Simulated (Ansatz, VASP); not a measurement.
# Se in VASP and in Ansatz

File INCAR:

```
SYSTEM = Se
  ALGO = Normal
  EDIFF = 1E-6
  ENCUT = 520
  GGA = PE
  ISIF = 2
  ISMEAR = -1
  LASPH = .True.
  LCHARG = .True.
  LELF = .True.
  LREAL = .False.
  LVHAR = .True.
  LWAVE = .False.
  NBANDS = 9
  NELM = 60
  PREC = Accurate
  SIGMA = 0.05
```

KPOINTS

```
k-points
0
Gamma
  17 17 17
  0 0 0
```

Contents of POSCAR:

```
Se
1.0
    2.8499056494      0.0000000000      0.0000000000
    0.0000000000      2.8499056494      0.0000000000
    0.0000000000      0.0000000000      2.8499056494
Se
1
Direct
    0.0000000000      0.0000000000      0.0000000000
```

Input for Ansatz:

```yaml
crystal:
  lattice:
    - [2.8499056494, 0.0, 0.0]
    - [0.0, 2.8499056494, 0.0]
    - [0.0, 0.0, 2.8499056494]
  atoms:
    - { symbol: Se, position: [0.0, 0.0, 0.0] }
kpoints:
  mp_grid: { grid: [17, 17, 17] }
scf:
  occupations: { method: fermi_dirac, width: 0.05 }
hamiltonian:
  xc: pbe
  pseudopotentials: { kind: all_electron, lapw: { basis_error: 0.0005 } }
output:
  forces: true
  stress: true
  eigenvalues: true
```

Change from the starting cell: volume scaled by 1.02.

Alike in both runs: task single point; functional PBE; k mesh 17 × 17 × 17; occupations fermi-dirac, width 0.05 eV; no spin polarisation.

|  | VASP | Ansatz |
| --- | --- | --- |
| version | VASP 6.6.1 | Ansatz 0.2.0 |
| potentials or method | VASP PAW PBE potentials, release 64 (Se) | all-electron LAPW, scalar-relativistic |
| plane-wave cutoff (eV) | 520 | see its input |

|  | VASP | Ansatz | Ansatz less VASP |
| --- | --- | --- | --- |
| pressure (GPa) | -1.3 | -1.3 | -0.03 |

Ansatz ran all-electron here, so the differences hold the error of VASP's frozen core and of both bases.
